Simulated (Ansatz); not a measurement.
# TaC: the cost of one run

Computed with Ansatz 0.2.0 (DFT PBEsol, scalar-relativistic, plane waves, PAW, unless a step's input says otherwise).

2 further runs of the same task are left out: 1 for a known fault of the program, 1 that didn't finish.

### Step 1. Starting point

It takes space group Fm-3m (No. 225, cubic). Conventional cell: a = 4.454 Å, b = 4.454 Å, c = 4.454 Å, α = 90.00°, β = 90.00°, γ = 90.00°. Around Ta (site symmetry m-3m) lie 6 C at 2.23 Å. C (site symmetry m-3m) is surrounded by 6 Ta at 2.23 Å.

Coordinates:

```xyz
2
Lattice="0.0000 2.2270 2.2270 2.2270 0.0000 2.2270 2.2270 2.2270 0.0000" Properties=species:S:1:pos:R:3 pbc="T T T"
Ta    0.0000    0.0000    0.0000
C     2.2270    2.2270    2.2270
```

No relaxation comes first: the listed cell is the starting point.

### Step 2. The reference cell

Reference values: F = -10054.5427 eV; pressure -3.17 GPa; largest force 0.000 eV/Å; gap on the mesh none (metal). It was computed beforehand with the settings of the runs below.

### Step 3. Setting up a two-dimensional strain map

The cell is strained by p along both x and y and by q along z, with fractional coordinates fixed.

### Step 4. p = -0.050, q = -0.050

File input.yaml:

```yaml
crystal:
  lattice:
    - [0.0, 2.11565, 2.11565]
    - [2.11565, 0.0, 2.11565]
    - [2.11565, 2.11565, 0.0]
  atoms:
    - { symbol: Ta, position: [0.0, 0.0, 0.0] }
    - { symbol: C, position: [0.5, 0.5, 0.5] }
basis:
  ecutwfc: 420
kpoints:
  mp_grid: { grid: [18, 18, 18] }
hamiltonian:
  xc: pbesol
scf:
  occupations: { method: gaussian, width: 0.15 }
output:
  forces: true
  stress: true
  eigenvalues: true
```

Launch:

```console
$ ansatz run input.yaml --threads 1 --pin off --max-ram 2560MiB --backend cpu --events-out ev --progress --plain --runs-dir out
```

**Question.** How long does this run take on 1 thread of AMD EPYC (Zen 3), shared host, and how much memory does it need?

About 8 s, with a peak of 0.35 GiB.
